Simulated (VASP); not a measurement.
# Hf (I4/mmm) in VASP: further runs

The runs below take Hf through single point, with PBEsol.

All numbers are computed with VASP 6.6.1; they aren't measurements. Logs are shortened: lines on timing, memory, paths and dates and some standing lists are left out, and cuts for length are marked.

**1. The cell of the first run**

Symmetry: I4/mmm, No. 139, tetragonal system. The conventional cell has a = 3.140 Å, b = 3.140 Å, c = 4.507 Å, α = 90.00°, β = 90.00°, γ = 90.00°. Hf (site symmetry 4/mmm) has 12 Hf at 3.14 to 3.16 Å as nearest neighbours.

This isn't the form of Hf at room conditions, which is hcp.

**2. Single point, PBEsol (strain +0.0150 x Voigt [1, 0, 0, 0, 0, 0], atoms carried along)**

Input file INCAR:

```
PREC = Accurate
ENCUT = 520
EDIFF = 1E-7
ISMEAR = 0
SIGMA = 0.15
LREAL = False
LASPH = True
NELM = 100
ALGO = Fast
ISIF = 2
LWAVE = False
LCHARG = False
GGA = PS
NBANDS = 11
```

Input file KPOINTS:

```
Automatic mesh
0
Gamma
  18 18 18
```

Input file POSCAR:

```
Hf
1.0
    0.0000000000      2.2200000000      2.2200000000
    2.2533000000      0.0000000000      2.2200000000
    2.2533000000      2.2200000000      0.0000000000
Hf
1
Direct
    0.0000000000      0.0000000000      0.0000000000
```

Potentials or basis: VASP PAW PBE potentials, release 64 (Hf_pv).

Started as:

```bash
cat potpaw_PBE.64/Hf_pv/POTCAR > POTCAR
mpirun -np 1 vasp_std > vasp.out
```

OUTCAR:

```text
PREC = Accurate
   ENCUT = 520
   EDIFF = 1E-7
   ISMEAR = 0
   LREAL = False
   LASPH = True
   NELM = 100
   ISIF = 2
   GGA = PS

 ion  position               nearest neighbor table
   1  0.000  0.000  0.000-

  LATTYP: Found a body centered tetragonal cell.
 ALAT       =     3.1395541085
 C/A-ratio  =     1.4354267658

  Lattice vectors:

 A1 = (   2.2533000000,   0.0000000000,   2.2200000000)
 A2 = (   2.2533000000,   0.0000000000,  -2.2200000000)
 A3 = (  -2.2533000000,   2.2200000000,   0.0000000000)

Analysis of symmetry for initial positions (statically):
=====================================================================
 Subroutine PRICEL returns:
 Original cell was already a primitive cell.

 Routine SETGRP: Setting up the symmetry group for a
 body centered tetragonal supercell.

 Subroutine GETGRP returns: Found 16 space group operations
 (whereof 16 operations were pure point group operations)
 out of a pool of 16 trial point group operations.

The static configuration has the point symmetry D_4h.

Analysis of symmetry for dynamics (positions and initial velocities):
=====================================================================
 Subroutine PRICEL returns:
 Original cell was already a primitive cell.

 Routine SETGRP: Setting up the symmetry group for a
 body centered tetragonal supercell.

 Subroutine GETGRP returns: Found 16 space group operations
 (whereof 16 operations were pure point group operations)
 out of a pool of 16 trial point group operations.

The dynamic configuration has the point symmetry D_4h.

 Subroutine INISYM returns: Found 16 space group operations
 (whereof 16 operations are pure point group operations),
 and found     1 'primitive' translations

----------------------------------------------------------------------------------------

                                     Primitive cell

  volume of cell :      22.2103

  direct lattice vectors                    reciprocal lattice vectors
     0.000000000  2.220000000  2.220000000    -0.221896774  0.225225225  0.225225225
     2.253300000  0.000000000  2.220000000     0.221896774 -0.225225225  0.225225225
     2.253300000  2.220000000  0.000000000     0.221896774  0.225225225 -0.225225225

  length of vectors
     3.139554108  3.163188406  3.163188406     0.388189364  0.388189364  0.388189364

  position of ions in fractional coordinates (direct lattice)
     0.000000000  0.000000000  0.000000000

  ion indices of the primitive-cell ions
   primitive index   ion index
                 1           1

----------------------------------------------------------------------------------------

 KPOINTS: Automatic mesh

Automatic generation of k-mesh.
 Grid dimensions read from file:
 generate k-points for:   18   18   18

 Generating k-lattice:

  Cartesian coordinates                     Fractional coordinates (reciprocal lattice)
    -0.012327599  0.012512513  0.012512513     0.055555556  0.000000000  0.000000000
     0.012327599 -0.012512513  0.012512513     0.000000000  0.055555556  0.000000000
     0.012327599  0.012512513 -0.012512513     0.000000000  0.000000000  0.055555556

  Length of vectors
     0.021566076  0.021566076  0.021566076

  Shift w.r.t. Gamma in fractional coordinates (k-lattice)
     0.000000000  0.000000000  0.000000000

 Subroutine IBZKPT returns following result:
 ===========================================

 Found    480 irreducible k-points:

 Following reciprocal coordinates:
            Coordinates               Weight
  0.000000  0.000000  0.000000      1.000000
  0.055556  0.000000  0.000000      8.000000
  0.111111  0.000000  0.000000      8.000000
  0.166667 -0.000000 -0.000000      8.000000
  0.222222  0.000000  0.000000      8.000000
  0.277778 -0.000000 -0.000000      8.000000
[... 16 lines left out ...]
 -0.277778  0.055556  0.000000     16.000000
 -0.222222  0.055556  0.000000     16.000000
 [... further k-points ...]
   k-points           NKPTS =    480   k-points in BZ     NKDIM =    480   number of bands    NBANDS=     11
   number of dos      NEDOS =    301   number of ions     NIONS =      1
   total plane-waves  NPLWV =  13824
   dimension x,y,z NGX =    24 NGY =   24 NGZ =   24
   dimension x,y,z NGXF=    48 NGYF=   48 NGZF=   48
   ions per type =               1
   NGX,Y,Z   is equivalent  to a cutoff of  12.71, 12.61, 12.61 a.u.
   NGXF,Y,Z  is equivalent  to a cutoff of  25.42, 25.23, 25.23 a.u.
 SYSTEM =  unknown system
   PREC   = accura    normal or accurate (medium, high low for compatibility)
   ISTART =      0    job   : 0-new  1-cont  2-samecut
   ICHARG =      2    charge: 1-file 2-atom 10-const
   ISPIN  =      1    spin polarized calculation?
   LNONCOLLINEAR =      F non collinear calculations
   LSORBIT =      F    spin-orbit coupling
   LASPH  =      T    aspherical Exc in radial PAW
   ENCUT  =  520.0 eV  38.22 Ry    6.18 a.u.   5.84  5.88  5.88*2*pi/ulx,y,z
   NELM   =    100;   NELMIN=  2; NELMDL= -5     # of ELM steps
   EDIFF  = 0.1E-06   stopping-criterion for ELM
   LREAL  =      F    real-space projection
   EDIFFG = 0.1E-05   stopping-criterion for IOM
   NSW    =      0    number of steps for IOM
   IBRION =     -1    ionic relax: 0-MD 1-quasi-New 2-CG
   NFREE  =      0    steps in history (QN), initial steepest desc. (CG)
   ISIF   =      2    stress and relaxation
   ISYM   =      2    0-nonsym 1-usesym 2-fastsym
   POTIM  = 0.5000    time-step for ionic-motion
   TEBEG  =    0.0;   TEEND  =   0.0 temperature during run
   PSTRESS=    0.0 pullay stress
   NELECT =      10.0000    total number of electrons
   NUPDOWN=      -1.0000    fix difference up-down
   EMIN   =  10.00;   EMAX   =-10.00  energy-range for DOS
   EFERMI =   0.00;   METHOD = LEGACY
   ISMEAR =     0;   SIGMA  =   0.15  broadening in eV -4-tet -1-fermi 0-gaus
   EFERMI_NEDOS =   21; number of points for ismear=-14 and -15
   IALGO  =     68    algorithm
   IMIX   =      4    mixing-type and parameters
     AMIX     =   0.40;   BMIX     =  1.00
     AMIX_MAG =   1.60;   BMIX_MAG =  1.00
  volume/ion in A,a.u.               =      22.21       149.88
  Fermi-wavevector in a.u.,A,eV,Ry     =   1.254748  2.371130 21.420911  1.574393
  Thomas-Fermi vector in A             =   2.388538
   LORBIT       =      0    0 simple, 1 ext, 2 COOP (PROOUT), +10 PAW based schemes
   GGA     = PS    functional components
   LHFCALC =     F    Hartree Fock is set to
   AEXX    =    0.0000 exact exchange contribution
   IVDW    =     0    specifies the selected vdW correction
   LEPSILON=     F    determine dielectric tensor
   LRPA    =     F    only Hartree local field effects (RPA)
 non-spin polarized calculation
 RMM-DIIS sequential band-by-band and
 Gauss-broadening in eV      SIGMA  =   0.15
  energy-cutoff  :      520.00
  volume of cell :       22.21
 maximum number of plane-waves:       612
   NGX = 11   NGY = 11   NGZ = 11

 number of electron      10.0000000 magnetization

 number of electron       9.9999998 magnetization

 Free energy of the ion-electron system (eV)
  ---------------------------------------------------
  ext. energy  EPLUGINS =         0.00000000
  ---------------------------------------------------
  free energy    TOTEN  =       -10.43403463 eV

  energy without entropy =      -10.41743666  energy(sigma->0) =      -10.42573564

 E-fermi :   4.6340     XC(G=0): -11.4262

 val. band max:        4.6329234603   @ k =   0.4444  -0.2778   0.1667
 cond. band min:       4.6362897635   @ k =  -0.3333   0.3333   0.2222
 fundamental gap:      0.0033663031
 Fermi energy:         4.6340311072

 k-point     1 :       0.0000    0.0000    0.0000
  band No.  band energies     occupation
      1     -25.3071      2.00000
      2     -25.3051      2.00000
      3     -25.3051      2.00000
      4      -2.6097      2.00000
      5       5.9108      0.00000
      6       6.0839      0.00000
      7       6.0839      0.00000
      8       8.7029      0.00000
      9       8.9592      0.00000
     10      16.0290      0.00000
     11      17.7034      0.00000

 k-point     2 :       0.0556    0.0000    0.0000
  band No.  band energies     occupation
      1     -25.3328      2.00000
      2     -25.3101      2.00000
      3     -25.3082      2.00000
      4      -2.5002      2.00000
      5       5.8733      0.00000
      6       6.0613      0.00000
      7       6.1376      0.00000
      8       8.6475      0.00000
      9       8.8958      0.00000
     10      16.2758      0.00000
     11      19.6330      0.00000

 k-point     3 :       0.1111    0.0000    0.0000
  band No.  band energies     occupation
      1     -25.4099      2.00000
      2     -25.3207      2.00000
      3     -25.3173      2.00000
      4      -2.1808      2.00000
      5       5.6110      0.00000
      6       6.1646      0.00000
      7       6.2789      0.00000
      8       8.5244      0.00000
      9       8.7473      0.00000
     10      16.9241      0.00000
     11      18.7156      0.00000

 k-point     4 :       0.1667   -0.0000   -0.0000
  band No.  band energies     occupation
      1     -25.5262      2.00000
      2     -25.3369      2.00000
      3     -25.3311      2.00000
      4      -1.6804      2.00000
      5       5.2397      0.00000
      6       6.3017      0.00000
      7       6.4387      0.00000
      8       8.4575      0.00000
      9       8.6332      0.00000
     10      17.2153      0.00000
     11      18.4071      0.00000

 k-point     5 :       0.2222    0.0000    0.0000
  band No.  band energies     occupation
      1     -25.6659      2.00000
      2     -25.3566      2.00000
      3     -25.3479      2.00000
      4      -1.0508      2.00000
      5       4.8891      0.01618
      6       6.3334      0.00000
      7       6.5003      0.00000
      8       8.6084      0.00000
      9       8.7182      0.00000
     10      16.4496      0.00000
     11      19.0344      0.00000
[... 211 lines left out ...]
 k-point    21 :      -0.3889    0.0556   -0.0000
  band No.  band energies     occupation
      1     -26.0708      2.00000
      2     -25.4318      2.00000
      3     -25.4075      2.00000
      4       0.8675      2.00000
      5       4.8311      0.06318
      6       5.8078      0.00000
      7       5.9849      0.00000
      8      10.1720      0.00000
      9      10.8557      0.00000
     10      14.4812      0.00000
     11      16.6639      0.00000

 k-point    22 :      -0.3333    0.0556    0.0000
  band No.  band energies     occupation
      1     -25.9775      2.00000
      2     -25.4210      2.00000
      3     -25.3914      2.00000
      4       0.4970      2.00000
      5       4.6140      1.15014
      6       5.9471      0.00000
      7       6.1415      0.00000
      8       9.4686      0.00000
      9      10.3382      0.00000
     10      15.0339      0.00000
     11      17.8032      0.00000

 k-point    23 :      -0.2778    0.0556    0.0000
  band No.  band energies     occupation
      1     -25.8545      2.00000
      2     -25.4050      2.00000
      3     -25.3720      2.00000
      4      -0.0702      2.00000
      5       4.5739      1.42933
      6       6.1397      0.00000
      7       6.3393      0.00000
      8       8.7950      0.00000
      9       9.7483      0.00000
     10      15.6720      0.00000
     11      18.7641      0.00000

 k-point    24 :      -0.2222    0.0556    0.0000
  band No.  band energies     occupation
      1     -25.7152      2.00000
      2     -25.3854      2.00000
      3     -25.3518      2.00000
      4      -0.7408      2.00000
      5       4.7392      0.32140
      6       6.3161      0.00000
      7       6.4962      0.00000
      8       8.2943      0.00000
      9       9.2480      0.00000
     10      16.4121      0.00000
     11      17.7077      0.00000

 [... further k-points ...]

------------------------ aborting loop because EDIFF is reached ----------------------------------------

  FORCE on cell =-STRESS in cart. coord.  units (eV):
  Direction    XX          YY          ZZ          XY          YZ          ZX
  --------------------------------------------------------------------------------------
  -------------------------------------------------------------------------------------
  Total       -0.5515270     -0.4320136     -0.4320136      0.0000000      0.0000000      0.0000000
  in kB      -39.7852793    -31.1639922    -31.1639922      0.0000000      0.0000000      0.0000000
  external PRESSURE =     -34.0377546 kB  Pullay stress =       0.0000000 kB

 VOLUME and BASIS-vectors are now :
 -----------------------------------------------------------------------------
  energy-cutoff  :      520.00
  volume of cell :       22.21
      direct lattice vectors                 reciprocal lattice vectors
     0.000000000  2.220000000  2.220000000    -0.221896774  0.225225225  0.225225225
     2.253300000  0.000000000  2.220000000     0.221896774 -0.225225225  0.225225225
     2.253300000  2.220000000  0.000000000     0.221896774  0.225225225 -0.225225225

 POSITION                                       TOTAL-FORCE (eV/Angst)
 -----------------------------------------------------------------------------------
      0.00000      0.00000      0.00000         0.000000      0.000000      0.000000
 -----------------------------------------------------------------------------------
    total drift:                               -0.000000      0.000000     -0.000000

  FREE ENERGIE OF THE ION-ELECTRON SYSTEM (eV)
  ---------------------------------------------------
  free  energy   TOTEN  =       -10.4340346280 eV

  energy  without entropy=      -10.4174366555  energy(sigma->0) =      -10.42573564
```

Run time: 48 s. Hardware: 1 thread of Intel Xeon Platinum 8488C (Sapphire Rapids), shared host; peak memory 0.23 GiB.

What came out:

* Free energy: -10.4340 eV
* Pressure: -3.4 GPa
* Band gap on the k mesh: none (metal or under the smearing width)

Stress tensor (GPa, compression positive):
```
-3.98  0.00  0.00
 0.00 -3.12  0.00
 0.00  0.00 -3.12
```

Caveat: the PAW data sets were made with another functional, which shifts forces and pressure a little.

**3. Single point, PBEsol (strain +0.0200 x Voigt [1, 0, 0, 0, 0, 0], atoms carried along)**

Input file INCAR:

```
SYSTEM = Hf
  ALGO = Fast
  EDIFF = 1E-6
  ENCUT = 520
  GGA = PS
  ISIF = 2
  ISMEAR = 0
  LASPH = .True.
  LCHARG = .False.
  LREAL = .False.
  LWAVE = .False.
  NBANDS = 11
  NELM = 100
  PREC = Accurate
  SIGMA = 0.15
```

Input file KPOINTS:

```
k-points
0
Gamma
  18 18 18
  0 0 0
```

Input file POSCAR:

```
Hf
1.0
    0.0000000000      2.2200000000      2.2200000000
    2.2644000000      0.0000000000      2.2200000000
    2.2644000000      2.2200000000      0.0000000000
Hf
1
Direct
    0.0000000000      0.0000000000      0.0000000000
```

Potentials or basis: VASP PAW PBE potentials, release 64 (Hf_pv).

Started as:

```bash
cat potpaw_PBE.64/Hf_pv/POTCAR > POTCAR
mpirun -np 1 vasp_std > vasp.out
```

OUTCAR:

```text
SYSTEM = Hf
   EDIFF = 1E-6
   ENCUT = 520
   GGA = PS
   ISIF = 2
   ISMEAR = 0
   LASPH = .True.
   LREAL = .False.
   NELM = 100
   PREC = Accurate

 ion  position               nearest neighbor table
   1  0.000  0.000  0.000-

  LATTYP: Found a body centered tetragonal cell.
 ALAT       =     3.1395541085
 C/A-ratio  =     1.4424978336

  Lattice vectors:

 A1 = (   2.2644000000,   0.0000000000,   2.2200000000)
[... 517 lines left out ...]
      8       8.2371      0.00000
      9       9.1990      0.00000
     10      16.3604      0.00000
     11      17.6755      0.00000

 [... further k-points ...]

------------------------ aborting loop because EDIFF is reached ----------------------------------------

  FORCE on cell =-STRESS in cart. coord.  units (eV):
  Direction    XX          YY          ZZ          XY          YZ          ZX
  --------------------------------------------------------------------------------------
  -------------------------------------------------------------------------------------
  Total       -0.6501054     -0.4907509     -0.4907509      0.0000000      0.0000000      0.0000000
  in kB      -46.6665072    -35.2275654    -35.2275654      0.0000000      0.0000000      0.0000000
  external PRESSURE =     -39.0405460 kB  Pullay stress =       0.0000000 kB

 VOLUME and BASIS-vectors are now :
 -----------------------------------------------------------------------------
  energy-cutoff  :      520.00
  volume of cell :       22.32
      direct lattice vectors                 reciprocal lattice vectors
     0.000000000  2.220000000  2.220000000    -0.220809044  0.225225225  0.225225225
     2.264400000  0.000000000  2.220000000     0.220809044 -0.225225225  0.225225225
     2.264400000  2.220000000  0.000000000     0.220809044  0.225225225 -0.225225225

 POSITION                                       TOTAL-FORCE (eV/Angst)
 -----------------------------------------------------------------------------------
      0.00000      0.00000      0.00000         0.000000     -0.000000      0.000000
 -----------------------------------------------------------------------------------
    total drift:                               -0.000000      0.000000      0.000000

  FREE ENERGIE OF THE ION-ELECTRON SYSTEM (eV)
  ---------------------------------------------------
  free  energy   TOTEN  =       -10.4311095153 eV

  energy  without entropy=      -10.4143000359  energy(sigma->0) =      -10.42270478
```

It took 40 s on 1 thread of Intel Xeon Platinum 8488C (Sapphire Rapids), shared host; peak memory 0.23 GiB.

Results:

- Free energy: -10.4311 eV
- Pressure: -3.9 GPa
- Band gap on the k mesh: none (metal or under the smearing width)

Caveat: the PAW data sets were made with another functional, which shifts forces and pressure a little. Spin-orbit coupling is left out, which matters for the levels of Hf.
